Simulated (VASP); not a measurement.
Write the native input for VASP 6.6.1 that does the following.

```
Task                   : relaxation of cell and atoms
Functional             : PBEsol
Potentials or basis    : VASP PAW PBE potentials, release 64 (Hf_pv)
Cutoff                 : 600 eV
k mesh                 : 8 × 8 × 4
Occupations            : fermi-dirac, width 0.05 eV
Spin                   : no spin polarisation
Ladder                 : gaps
Further INCAR settings : ALGO = Normal; EDIFF = 1e-07; IBRION = 2; EDIFFG = -0.005; NSW = 40; ISIF = 3
```

The structure of Hf lies in POSCAR:

```
Hf
1.0
    3.1967000000      0.0000000000      0.0000000000
   -1.5983500000      2.7684234083      0.0000000000
    0.0000000000      0.0000000000      5.0578000000
Hf
2
Direct
    0.6666666667      0.3333333333      0.7500000000
    0.3333333333      0.6666666667      0.2500000000
```

The input as run:

INCAR

```
SYSTEM = Hf
PREC = Accurate ; ENCUT = 600
EDIFF = 1E-7 ; ISMEAR = -1
SIGMA = 0.05 ; LREAL = .FALSE.
LASPH = .TRUE. ; NELM = 60
ALGO = Normal ; ISIF = 3
LWAVE = .FALSE. ; LCHARG = .FALSE.
GGA = PS ; IBRION = 2
NSW = 40 ; EDIFFG = -0.005
```

KPOINTS

```
regular mesh
0
G
  8 8 4
  0 0 0
```

Potentials or basis: VASP PAW PBE potentials, release 64 (Hf_pv).

The run is started by

```console
$ cat potpaw_PBE.64/Hf_pv/POTCAR > POTCAR
$ mpirun -np 1 vasp_std > vasp.out
```

It gave:

| Quantity | Value |
| --- | --- |
| Relaxed volume | 21.50 Å³/atom |
| Relaxed cell | a = 3.156 Å, b = 3.156 Å, c = 4.985 Å, α = 90.00°, β = 90.00°, γ = 120.00° |
| Space group after relaxing (to 0.05 Å) | P6_3/mmc (No. 194) |
| Energy gained by relaxing | 12.4 meV/atom |
| Ionic steps | 7 |
| Pressure after relaxing | 0.0 GPa |
| Band gap on the k mesh | none (metal or under the smearing width) |

Caveat: the PAW data sets were made with another functional, which shifts forces and pressure a little.

Run time: 92 s on 1 thread of Intel(R) Xeon(R) Platinum 8259CL CPU @ 2.50GHz (Skylake/Cascade Lake), with other jobs on the host, peak memory 0.19 GiB.
